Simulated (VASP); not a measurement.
BN:

```xyz
2
Lattice="1.2511 0.7223 3.3729 -1.2511 0.7223 3.3729 0.0000 -1.4447 3.3729" Properties=species:S:1:pos:R:3 pbc="T T T"
N     0.0000    0.0000    6.7517
B     0.0000    0.0000    0.0033
```

The cell is a database's computed one.

| Quantity | Value |
| --- | --- |
| Program | VASP 6.6.1 |
| Task | relaxation of cell and atoms |
| Functional | vdW-DF |
| Potentials or basis | VASP PAW PBE potentials, release 64 (N, B) |
| Cutoff | 600 eV |
| k mesh | 12 × 12 × 12 |
| Occupations | fermi-dirac, width 0.05 eV |
| Spin | no spin polarisation |

At the start: pressure 6.2 GPa; volume 9.14 Å³/atom.

Task: Where does the relaxation end?

Result: Over 7 steps the energy falls by 5.2 meV/atom and the volume is 9.57 Å³/atom (+4.6 %); space group R3m (No. 160, to 0.05 Å).

Step by step:
```csv
step,energy change (eV),largest force (eV/Å),pressure (GPa),volume (Å³)
1,0.0000,0.0010,6.18,18.29
2,0.0189,0.0032,-9.38,19.24
3,-0.0083,0.0004,0.27,18.62
4,-0.0083,0.0004,0.37,18.61
5,-0.0086,0.0011,0.32,18.67
6,-0.0095,0.0052,0.26,18.82
7,-0.0105,0.0128,0.11,19.13
```

Final structure:
```yaml
crystal:
  lattice:
    - [1.26151, 0.72833, 3.47068]
    - [-1.26151, 0.72833, 3.47068]
    - [0.00000, -1.45667, 3.47068]
  atoms:
    - { symbol: N, position: [0.66725, 0.66725, 0.66725] }
    - { symbol: B, position: [0.00032, 0.00032, 0.00032] }
```

Caveat: the PAW data sets were made with another functional, which shifts forces and pressure a little.
